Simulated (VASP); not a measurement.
Input of a VASP 6.6.1 run:

The input INCAR:

```
ALGO = Normal ; EDIFF = 1E-6
EDIFFG = -0.01 ; ENCUT = 600
GGA = PS ; IBRION = 2
ISIF = 3 ; ISMEAR = 0
KPAR = 4 ; LASPH = T
LCHARG = F ; LREAL = F
LWAVE = F ; NELM = 80
NSW = 90 ; PREC = Accurate
SIGMA = 0.03
```

File KPOINTS:

```
k-points
0
Gamma
  6 6 6
```

The input POSCAR:

```
ZrSiO4
1.0
   -3.3035000000      3.3035000000      2.9910000000
    3.3035000000     -3.3035000000      2.9910000000
    3.3035000000      3.3035000000     -2.9910000000
Zr Si O
2 2 8
Direct
    0.7500000000      0.2500000000      0.5000000000
    0.0000000000      0.0000000000      0.0000000000
    0.2500000000      0.7500000000      0.5000000000
    0.5000000000      0.5000000000      0.0000000000
    0.1364000000      0.3203000000      0.8161000000
    0.0703000000      0.7542000000      0.6839000000
    0.5042000000      0.3203000000      0.1839000000
    0.0703000000      0.3864000000      0.3161000000
    0.6136000000      0.9297000000      0.6839000000
    0.6797000000      0.8636000000      0.1839000000
    0.2458000000      0.9297000000      0.3161000000
    0.6797000000      0.4958000000      0.8161000000
```

Potentials or basis: VASP PAW PBE potentials, release 64 (Zr_sv, Si, O).

Run with:

```sh
$ cat potpaw_PBE.64/Zr_sv/POTCAR potpaw_PBE.64/Si/POTCAR potpaw_PBE.64/O/POTCAR > POTCAR
$ mpirun -np 4 vasp_std > vasp.out
```

Task: What does it give for the space group after relaxing (to 0.05 Å)?

Result: I4_1/amd (No. 141).

Task: Estimate the band gap on the k mesh.

Result: 4.71 eV, indirect (least direct gap 4.96 eV).

Final structure:
```
Zr Si O
1.0
    -3.30766    3.30766    2.99235
     3.30766   -3.30766    2.99235
     3.30766    3.30766   -2.99235
Zr Si O
2 2 8
Direct
  0.75000 0.25000 0.50000
  0.00000 0.00000 0.00000
  0.25000 0.75000 0.50000
  0.50000 0.50000 0.00000
  0.13438 0.31896 0.81542
  0.06896 0.75355 0.68458
  0.50355 0.31896 0.18458
  0.06896 0.38438 0.31542
  0.61562 0.93104 0.68458
  0.68104 0.86562 0.18458
  0.24645 0.93104 0.31542
  0.68104 0.49645 0.81542
```

 A k mesh can miss the band edges.
